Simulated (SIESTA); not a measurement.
Runs of SIESTA 5.4.2 on CoO. Symmetry: R-3m, No. 166, trigonal system. The conventional cell has a = 3.011 Å, b = 3.011 Å, c = 7.320 Å, α = 90.00°, β = 90.00°, γ = 120.00°. Around Co (site symmetry -3m) lie 6 O at 2.12 Å. Around O (site symmetry -3m) lie 6 Co at 2.12 Å. The cell is a database's computed one.

| potentials or basis | k mesh | mesh quality | gap on the mesh (eV) | pressure (GPa) | moment (μB) |
| --- | --- | --- | --- | --- | --- |
| PseudoDojo 0.5 standard (PBE files), DZP (energy shift 0.003 Ry; two zetas on semicore shells) | 8 × 8 × 8 | not flagged | none | 1.2 | 2.96 |
| PseudoDojo 0.4 standard (PBE files), DZP (energy shift 0.003 Ry; two zetas on semicore shells) | 6 × 6 × 6 | coarse | none | (a) | 2.92 |
| Ansatz NC with PseudoDojo 0.4 standard (PBE files), DZP (energy shift 0.003 Ry; two zetas on semicore shells) | 8 × 8 × 8 | not flagged | none | 3.2 | 2.95 |
| PseudoDojo 0.4 standard (PBE files), DZDP (energy shift 0.003 Ry; two zetas on semicore shells) | 6 × 6 × 6 | coarse | none | (b) | 2.92 |
| SPMS 1.0 (PBE files) or PseudoDojo by element, DZP (energy shift 0.003 Ry; two zetas on semicore shells) | 8 × 8 × 8 | not flagged | none | -0.8 | 2.90 |
| PseudoDojo 0.4 standard (PBE files), DZP (energy shift 0.003 Ry; two zetas on semicore shells) | 8 × 8 × 8 | not flagged | none | 1.2 | 2.96 |
| PseudoDojo 0.4 stringent (PBE files), DZP (energy shift 0.003 Ry; two zetas on semicore shells) | 8 × 8 × 8 | not flagged | none | 0.8 | 2.94 |
| SG15 1.2 (PBE files) or PseudoDojo by element, DZP (energy shift 0.003 Ry; two zetas on semicore shells) | 8 × 8 × 8 | not flagged | none | 3.9 | 2.94 |

Alike in all rows: task single point; level PBE; spin collinear, ferromagnetic start; cell as given; smearing fermi-dirac 0.05 eV; grid cutoff 800 Ry; energy shift 0.003 Ry.

Task: Fill in the values left out.

Result: (a) 0.7; (b) 0.2.

Caveats: some runs use coarse meshes; the basis of atomic orbitals isn't converged, which shifts pressures, moduli and gaps; a cell with one magnetic atom can't hold antiferromagnetic order, which such compounds often take; semilocal functionals often make such compounds metallic where correlation or magnetic order opens a gap, which also shifts bond lengths; short orbitals over semicore shells can move pressures by several GPa (some runs); the valence orbitals were made in a potential fitted to the semicore shell under them, which widens gaps by tenths of an eV or more (some runs).

A gap of «none» marks a metal or a gap under the smearing width.
